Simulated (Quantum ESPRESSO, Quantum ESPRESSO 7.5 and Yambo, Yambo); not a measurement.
# BeTe (F-43m): G0W0 with Yambo, start to end

Aim: the G0W0 gap of BeTe (F-43m) on PBE, step by step.

Method: PBE and many-body steps on it, plane waves, in Quantum ESPRESSO 7.5 and Yambo 5.3.0.

The database entry behind the starting cell differs from later determinations by our own check (an axis about 1.5 % short against later determinations), so it need not match the best structure at ambient conditions.

## Step 1: The starting structure

It takes space group F-43m (No. 216, cubic). The conventional cell has a = 5.540 Å, b = 5.540 Å, c = 5.540 Å, α = 90.00°, β = 90.00°, γ = 90.00°. Be has 4 Te at 2.40 Å nearest. Te has 4 Be at 2.40 Å nearest. Farther neighbours and most contacts between anions are not listed.

Structure file:

```cif
data_structure
_symmetry_space_group_name_H-M 'F-43m'
_symmetry_Int_Tables_number 216
_cell_length_a 5.5400
_cell_length_b 5.5400
_cell_length_c 5.5400
_cell_angle_alpha 90.000
_cell_angle_beta 90.000
_cell_angle_gamma 90.000
_cell_volume 170.03
loop_
_atom_site_label
_atom_site_type_symbol
_atom_site_symmetry_multiplicity
_atom_site_Wyckoff_symbol
_atom_site_fract_x
_atom_site_fract_y
_atom_site_fract_z
_atom_site_occupancy
Be1 Be 4 a 0.00000 0.00000 0.00000 1
Te1 Te 4 d 0.25000 0.25000 0.75000 1
```

The cell and positions come from the Crystallography Open Database and are kept as given unless a step says otherwise. Spin-orbit coupling is left out unless a step names it.

## Step 2: Ground state

This step: Quantum ESPRESSO 7.5; DFT, PBE, plane waves, norm-conserving pseudopotentials.

The ground-state density comes first.

pw.in

```
&control
  calculation = 'scf'
  prefix = 'x'
  outdir = 'o'
  pseudo_dir = 'pseudo'
/
&system
  ibrav = 0
  nat = 2
  ntyp = 2
  ecutwfc = 76.0
  nbnd = 15
  force_symmorphic = .true.
/
&electrons
  conv_thr = 1e-10
  electron_maxstep = 80
  mixing_beta = 0.5
/
ATOMIC_SPECIES
  Be 9.012 Be.upf
  Te 127.6 Te.upf
CELL_PARAMETERS angstrom
  0.0000000000 2.7700000000 2.7700000000
  2.7700000000 0.0000000000 2.7700000000
  2.7700000000 2.7700000000 -0.0000000000
ATOMIC_POSITIONS crystal
  Be 0.0000000000 0.0000000000 0.0000000000
  Te 0.2500000000 0.2500000000 0.2500000000
K_POINTS automatic
  6 6 6 0 0 0
```

On the command line:

```sh
$ OMP_NUM_THREADS=1 mpirun -n 4 pw.x -nk 4 -in pw.in > pw.out
```

The log of the run:

```text
Program PWSCF v.7.5 starts

     This program is part of the open-source Quantum ESPRESSO suite
     for quantum simulation of materials; please cite
         "P. Giannozzi et al., J. Phys.:Condens. Matter 21 395502 (2009);
         "P. Giannozzi et al., J. Phys.:Condens. Matter 29 465901 (2017);
         "P. Giannozzi et al., J. Chem. Phys. 152 154105 (2020);
     in publications or presentations arising from this work. More details at
     Message from routine setup:
     using ibrav=0 with symmetry is DISCOURAGED, use correct ibrav instead

     G-vector sticks info

     bravais-lattice index     =            0
     lattice parameter (alat)  =       7.4028  a.u.
     unit-cell volume          =     286.8573 (a.u.)^3
     number of atoms/cell      =            2
     number of atomic types    =            2
     number of electrons       =        20.00
     number of Kohn-Sham states=           15
     kinetic-energy cutoff     =      76.0000  Ry
     charge density cutoff     =     304.0000  Ry
     scf convergence threshold =      1.0E-10
     mixing beta               =       0.5000
     number of iterations used =            8  plain     mixing
     Exchange-correlation= PBE
                           (   1   4   3   4   0   0   0)

     celldm(1)=   7.402759  celldm(2)=   0.000000  celldm(3)=   0.000000
     celldm(4)=   0.000000  celldm(5)=   0.000000  celldm(6)=   0.000000

     crystal axes: (cart. coord. in units of alat)
               a(1) = (   0.000000   0.707107   0.707107 )
               a(2) = (   0.707107   0.000000   0.707107 )
               a(3) = (   0.707107   0.707107  -0.000000 )

     reciprocal axes: (cart. coord. in units 2 pi/alat)
               b(1) = ( -0.707107  0.707107  0.707107 )
               b(2) = (  0.707107 -0.707107  0.707107 )
               b(3) = (  0.707107  0.707107 -0.707107 )
     Pseudo is Norm-conserving, Zval =  4.0
     Generated using ONCVPSP code by D. R. Hamann
     Using radial grid of 1358 points,  4 beta functions with:
     Pseudo is Norm-conserving + core correction, Zval = 16.0
     Generated using ONCVPSP code by D. R. Hamann
     Using radial grid of 1294 points,  6 beta functions with:
     Be                4.00     9.01200     Be( 1.00)
     Te               16.00   127.60000     Te( 1.00)

     24 Sym. Ops. (no inversion) found

   Cartesian axes

     site n.     atom                  positions (alat units)
         1        Be     tau(   1) = (   0.0000000   0.0000000   0.0000000  )
         2        Te     tau(   2) = (   0.3535534   0.3535534   0.3535534  )

     number of k points=    16
                       cart. coord. in units 2pi/alat
        k(    1) = (   0.0000000   0.0000000   0.0000000), wk =   0.0092593
        k(    2) = (   0.1178511   0.1178511  -0.1178511), wk =   0.0740741
        k(    3) = (   0.2357023   0.2357023  -0.2357023), wk =   0.0740741
        k(    4) = (  -0.3535534  -0.3535534   0.3535534), wk =   0.0370370
        k(    5) = (   0.2357023   0.0000000  -0.0000000), wk =   0.0555556
        k(    6) = (   0.3535534   0.1178511  -0.1178511), wk =   0.2222222
        k(    7) = (  -0.2357023  -0.4714045   0.4714045), wk =   0.2222222
        k(    8) = (  -0.1178511  -0.3535534   0.3535534), wk =   0.2222222
        k(    9) = (   0.0000000  -0.2357023   0.2357023), wk =   0.1111111
        k(   10) = (   0.4714045   0.0000000  -0.0000000), wk =   0.0555556
     [... 4 further rows ...]
        k(   15) = (  -0.1178511  -0.3535534   0.5892557), wk =   0.2222222
        k(   16) = (  -0.7071068   0.2357023   0.0000000), wk =   0.1111111

     Dense  grid:    25749 G-vectors     FFT dimensions: (  45,  45,  45)

     Initial potential from superposition of free atoms

     starting charge      19.9996, renormalised to      20.0000
     Starting wfcs are   11 randomized atomic wfcs +    4 random wfcs

     per-process dynamical memory:    23.8 Mb

     Self-consistent Calculation

     iteration #  1     ecut=    76.00 Ry     beta= 0.50

     Threshold (ethr) on eigenvalues was too large:
     Diagonalizing with lowered threshold

     total energy              =    -237.67425218 Ry
     estimated scf accuracy    <       0.04024799 Ry

     iteration #  2     ecut=    76.00 Ry     beta= 0.50

     total energy              =    -237.67660981 Ry
     estimated scf accuracy    <       0.00447788 Ry

     iteration #  3     ecut=    76.00 Ry     beta= 0.50

     total energy              =    -237.67684614 Ry
     estimated scf accuracy    <       0.00033295 Ry

     iteration #  4     ecut=    76.00 Ry     beta= 0.50

     total energy              =    -237.67687294 Ry
     estimated scf accuracy    <       0.00001246 Ry

     iteration #  5     ecut=    76.00 Ry     beta= 0.50

     total energy              =    -237.67687427 Ry
     estimated scf accuracy    <       0.00000039 Ry

     iteration #  6     ecut=    76.00 Ry     beta= 0.50

     total energy              =    -237.67687433 Ry
     estimated scf accuracy    <       0.00000002 Ry

     iteration #  7     ecut=    76.00 Ry     beta= 0.50

     total energy              =    -237.67687433 Ry
     estimated scf accuracy    <          9.7E-10 Ry

     iteration #  8     ecut=    76.00 Ry     beta= 0.50

     total energy              =    -237.67687433 Ry
     estimated scf accuracy    <          3.1E-10 Ry

     iteration #  9     ecut=    76.00 Ry     beta= 0.50

     End of self-consistent calculation

          k = 0.0000 0.0000 0.0000 (  3143 PWs)   bands (ev):

   -91.8186 -27.9676 -27.9676 -27.9676 -27.9532 -27.9532  -4.1965   8.4374
     8.4374   8.4374  12.0433  12.0433  12.0433  12.6444  17.0120

          k = 0.1179 0.1179-0.1179 (  3224 PWs)   bands (ev):

   -91.8193 -27.9670 -27.9667 -27.9667 -27.9530 -27.9530  -3.9193   6.3498
     8.0267   8.0267  12.0304  12.6267  12.6267  14.5635  17.6041

          k = 0.2357 0.2357-0.2357 (  3203 PWs)   bands (ev):

   -91.8191 -27.9658 -27.9650 -27.9650 -27.9524 -27.9524  -3.2174   3.7506
     7.4512   7.4512  11.7793  13.0874  13.0874  16.3978  18.1405

          k =-0.3536-0.3536 0.3536 (  3214 PWs)   bands (ev):

     [... further k-points ...]

     highest occupied, lowest unoccupied level (ev):     8.4374   10.3016

!    total energy              =    -237.67687434 Ry
     estimated scf accuracy    <          2.4E-12 Ry

     The total energy is the sum of the following terms:
     one-electron contribution =    -113.53879803 Ry
     hartree contribution      =      58.96166217 Ry
     xc contribution           =     -54.17437576 Ry
     ewald contribution        =    -128.92536272 Ry

     convergence has been achieved in   9 iterations

     XML data file, charge density, pseudopotentials, collected wavefunctions

=------------------------------------------------------------------------------=
   JOB DONE.
=------------------------------------------------------------------------------=
```

It took 4 s on 4 MPI ranks of Arm Neoverse V2, shared host; peak memory 0.22 GiB; 16 s of CPU time.

This step gave:

```
total energy               : -3233.7586 eV
gap                        : 1.864 eV
k of the valence top       : 0, 0, 0
k of the conduction bottom : 0, -0.5, -0.5
least direct gap           : 3.606 eV
```

The gap is indirect, with the least direct gap 1.74 eV higher.

## Step 3: Bands along the symmetry lines

The cheap functional maps the bands first; the places of the edges decide which points the dearer methods must see.

pw.in

```
&control
  calculation = 'bands'
  prefix = 'x'
  outdir = 'o'
  pseudo_dir = 'pseudo'
/
&system
  ibrav = 0
  nat = 2
  ntyp = 2
  ecutwfc = 76.0
  nbnd = 16
  force_symmorphic = .true.
/
&electrons
  conv_thr = 1e-9
  electron_maxstep = 80
  diago_full_acc = .true.
  diago_thr_init = 5e-6
/
ATOMIC_SPECIES
  Be 9.012 Be.upf
  Te 127.6 Te.upf
CELL_PARAMETERS angstrom
  0.0000000000 2.7700000000 2.7700000000
  2.7700000000 0.0000000000 2.7700000000
  2.7700000000 2.7700000000 -0.0000000000
ATOMIC_POSITIONS crystal
  Be 0.0000000000 0.0000000000 0.0000000000
  Te 0.2500000000 0.2500000000 0.2500000000
K_POINTS crystal
  50
  0.00000000 0.00000000 0.00000000 1
  -0.06250000 -0.06250000 0.00000000 1
  -0.12500000 -0.12500000 0.00000000 1
  -0.18750000 -0.18750000 0.00000000 1
  -0.25000000 -0.25000000 0.00000000 1
  -0.31250000 -0.31250000 0.00000000 1
  -0.37500000 -0.37500000 0.00000000 1
  -0.43750000 -0.43750000 0.00000000 1
  -0.50000000 -0.50000000 0.00000000 1
  -0.48437500 -0.48437500 0.03125000 1
  -0.46875000 -0.46875000 0.06250000 1
  -0.45312500 -0.45312500 0.09375000 1
  -0.43750000 -0.43750000 0.12500000 1
  -0.42187500 -0.42187500 0.15625000 1
  -0.40625000 -0.40625000 0.18750000 1
  -0.39062500 -0.39062500 0.21875000 1
  -0.37500000 -0.37500000 0.25000000 1
  -0.37500000 0.00000000 0.37500000 1
  -0.32812500 0.00000000 0.32812500 1
  -0.28125000 0.00000000 0.28125000 1
  -0.23437500 0.00000000 0.23437500 1
  -0.18750000 0.00000000 0.18750000 1
  -0.14062500 0.00000000 0.14062500 1
  -0.09375000 0.00000000 0.09375000 1
  -0.04687500 0.00000000 0.04687500 1
  0.00000000 0.00000000 0.00000000 1
  0.00000000 0.00000000 0.06250000 1
  0.00000000 0.00000000 0.12500000 1
  0.00000000 0.00000000 0.18750000 1
  0.00000000 0.00000000 0.25000000 1
  0.00000000 0.00000000 0.31250000 1
  0.00000000 0.00000000 0.37500000 1
  0.00000000 0.00000000 0.43750000 1
  -0.00000000 -0.00000000 0.50000000 1
  -0.06250000 -0.03125000 0.46875000 1
  -0.12500000 -0.06250000 0.43750000 1
  -0.18750000 -0.09375000 0.40625000 1
  -0.25000000 -0.12500000 0.37500000 1
  -0.31250000 -0.15625000 0.34375000 1
  -0.37500000 -0.18750000 0.31250000 1
  -0.43750000 -0.21875000 0.28125000 1
  -0.50000000 -0.25000000 0.25000000 1
  -0.50000000 -0.28125000 0.21875000 1
  -0.50000000 -0.31250000 0.18750000 1
  -0.50000000 -0.34375000 0.15625000 1
  -0.50000000 -0.37500000 0.12500000 1
  -0.50000000 -0.40625000 0.09375000 1
  -0.50000000 -0.43750000 0.06250000 1
  -0.50000000 -0.46875000 0.03125000 1
  -0.50000000 -0.50000000 0.00000000 1
```

The log of the run:

```text
[banner, memory and clock lines left out]
Program PWSCF v.7.5 starts

     Atomic positions and unit cell read from directory:
     o/x.save/

     Message from routine setup:
     using ibrav=0 with symmetry is DISCOURAGED, use correct ibrav instead

     G-vector sticks info

     bravais-lattice index     =            0
     lattice parameter (alat)  =       7.4028  a.u.
     unit-cell volume          =     286.8573 (a.u.)^3
     number of atoms/cell      =            2
     number of atomic types    =            2
     number of electrons       =        20.00
     number of Kohn-Sham states=           16
     kinetic-energy cutoff     =      76.0000  Ry
     charge density cutoff     =     304.0000  Ry
     Exchange-correlation= PBE
                           (   1   4   3   4   0   0   0)

     celldm(1)=   7.402759  celldm(2)=   0.000000  celldm(3)=   0.000000
     celldm(4)=   0.000000  celldm(5)=   0.000000  celldm(6)=   0.000000

     crystal axes: (cart. coord. in units of alat)
               a(1) = (   0.000000   0.707107   0.707107 )
               a(2) = (   0.707107   0.000000   0.707107 )
               a(3) = (   0.707107   0.707107  -0.000000 )

     reciprocal axes: (cart. coord. in units 2 pi/alat)
               b(1) = ( -0.707107  0.707107  0.707107 )
               b(2) = (  0.707107 -0.707107  0.707107 )
               b(3) = (  0.707107  0.707107 -0.707107 )
     Pseudo is Norm-conserving, Zval =  4.0
     Generated using ONCVPSP code by D. R. Hamann
     Using radial grid of 1358 points,  4 beta functions with:
     Pseudo is Norm-conserving + core correction, Zval = 16.0
     Generated using ONCVPSP code by D. R. Hamann
     Using radial grid of 1294 points,  6 beta functions with:
     Be                4.00     9.01200     Be( 1.00)
     Te               16.00   127.60000     Te( 1.00)

     24 Sym. Ops. (no inversion) found

   Cartesian axes

     site n.     atom                  positions (alat units)
         1        Be     tau(   1) = (   0.0000000   0.0000000   0.0000000  )
         2        Te     tau(   2) = (   0.3535534   0.3535534   0.3535534  )

     number of k points=    50
                       cart. coord. in units 2pi/alat
        k(    1) = (   0.0000000   0.0000000   0.0000000), wk =   0.0400000
        k(    2) = (   0.0000000   0.0000000  -0.0883883), wk =   0.0400000
        k(    3) = (   0.0000000   0.0000000  -0.1767767), wk =   0.0400000
[...]
[... 38 further rows ...]
        k(   49) = (   0.0441942  -0.0000000  -0.7071068), wk =   0.0400000
        k(   50) = (   0.0000000   0.0000000  -0.7071068), wk =   0.0400000

     Dense  grid:    25749 G-vectors     FFT dimensions: (  45,  45,  45)

     The potential is recalculated from file :
     o/x.save/charge-density

     Starting wfcs are   11 randomized atomic wfcs +    5 random wfcs

     Band Structure Calculation

     End of band structure calculation

          k = 0.0000 0.0000 0.0000 (  3143 PWs)   bands (ev):

   -91.8186 -27.9676 -27.9676 -27.9676 -27.9532 -27.9532  -4.1965   8.4374
     8.4374   8.4374  12.0433  12.0433  12.0433  12.6444  17.0120  19.0089

          k = 0.0000 0.0000-0.0884 (  3195 PWs)   bands (ev):

   -91.8190 -27.9677 -27.9673 -27.9673 -27.9533 -27.9530  -4.1432   8.1004
[...]
k = 0.0000 0.0000-0.1768 (  3203 PWs)   bands (ev):

[...]
k =-0.0000 0.0000-0.2652 (  3211 PWs)   bands (ev):

[...]
k = 0.0000 0.0000-0.3536 (  3207 PWs)   bands (ev):

[...]
k = 0.0000-0.0000-0.4419 (  3210 PWs)   bands (ev):

[...]
k =-0.0000 0.0000-0.5303 (  3206 PWs)   bands (ev):

[...]
k = 0.0000-0.0000-0.6187 (  3226 PWs)   bands (ev):

[...]
k = 0.5303-0.0000-0.5303 (  3200 PWs)   bands (ev):

[...]
k = 0.0000 0.0000 0.0000 (  3143 PWs)   bands (ev):

[...]
k = 0.1326 0.0000-0.7071 (  3222 PWs)   bands (ev):

[...]
k = 0.0884-0.0000-0.7071 (  3222 PWs)   bands (ev):

[...]
k = 0.0442-0.0000-0.7071 (  3242 PWs)   bands (ev):

[...]
k = 0.0000 0.0000-0.7071 (  3250 PWs)   bands (ev):

   -91.8196 -27.9694 -27.9596 -27.9596 -27.9556 -27.9499  -2.1909   3.0670
     5.6143   5.6143  10.3016  11.0598  18.5571  18.5572  20.4317  22.0566

     XML data file, pseudopotentials, collected wavefunctions
```

Run time: 3.8 s. Hardware: 4 MPI ranks; peak memory 0.21 GiB; 15 s of CPU time.

Numbers from this step:

| Quantity | Value |
| --- | --- |
| gap | 1.864 eV |
| k of the valence top | 0, 0, 0 |
| k of the conduction bottom | -0.5, -0.5, 0 |
| least direct gap | 3.606 eV |

The gap is 1.864 eV, as in the run before at this level.

Electronic bands along the path, in eV, zero at the top of the highest filled band:

```csv
point,band 7,band 8,band 9,band 10,band 11,band 12,band 13,band 14
Γ,-12.63,0.00,0.00,0.00,3.61,3.61,3.61,4.21
halfway,-11.83,-2.99,-1.81,-1.81,2.55,4.46,6.64,6.64
X,-10.63,-5.37,-2.82,-2.82,1.86,2.62,10.12,10.12
halfway,-10.62,-5.26,-3.36,-2.71,2.22,3.33,9.46,9.57
U,-10.65,-4.99,-4.15,-2.39,2.65,5.35,8.15,8.54
jump to K,-10.65,-4.99,-4.15,-2.39,2.65,5.35,8.15,8.54
halfway,-11.77,-3.69,-2.42,-0.72,4.17,4.73,5.35,6.49
Γ,-12.63,0.00,0.00,0.00,3.61,3.61,3.61,4.21
halfway,-12.04,-3.48,-0.73,-0.73,3.46,4.53,4.53,7.35
L,-11.17,-5.85,-1.21,-1.21,3.24,4.60,4.60,7.93
halfway,-10.90,-5.40,-3.07,-2.04,4.22,4.49,6.90,8.01
W,-10.59,-4.79,-3.95,-3.44,5.33,5.57,5.73,6.44
halfway,-10.61,-5.16,-3.34,-3.16,2.98,3.64,8.57,8.75
X,-10.63,-5.37,-2.82,-2.82,1.86,2.62,10.12,10.12
```

The electronic bands as a text plot (rows in eV, shown from -8.0 to 7.9 only):

```
    7.5 |       ++         +++              +          +    +
    6.9 |     ++           +++++                      + ++ ++
    6.2 |                   +++++++        +         +   +++
    5.6 |    +            +   +++  ++    ++              +++
    4.9 | ++++           +      +++  +       ++++++++  +++ ++
    4.2 |++   ++              +++++++ +++++++     ++++++    +
    3.6 |++     ++     ++   ++     ++++++++++++++++++        +
    2.9 |  +++    +++++   ++                                 ++++
    2.2 |     +++++   ++++                                    +++
    1.6 |          +++
    0.9 |
    0.3 |*                           ***
   -0.4 | ***                   ******  *****
   -1.1 |  ***                **   **    **  *******
   -1.7 |    ***           ***   ****             *****
   -2.4 |       ***    ****     *          *         * *
   -3.0 |     **   *****      ** **                   * **  *****
   -3.7 |       **      **  **  *           *          ******
   -4.4 |         *       **  **             **
   -5.0 |          ** ********                 *       *********
   -5.7 |            *                          *******         *
   -6.3 |
   -7.0 |
   -7.7 |
         Γ           X  U|K            Γ         L        W     X
```

[end of part 1 of 3]

[Paths, hosts, dates, memory and timing lines, banners, echoed tables and standing remarks are left out of the program output.]

[Logs are printed without paths, hosts, clocks, repeated set-up lines and the standing remarks that a program may print on its own settings, such as how far it seeks lower states.]

[Runs of the session that timed out or met a known fault of the program may be left out.]

[Hosts, paths, dates, database ids (printed as entryN), source tags and the programs' standing remarks are cut or masked in the printed files.]
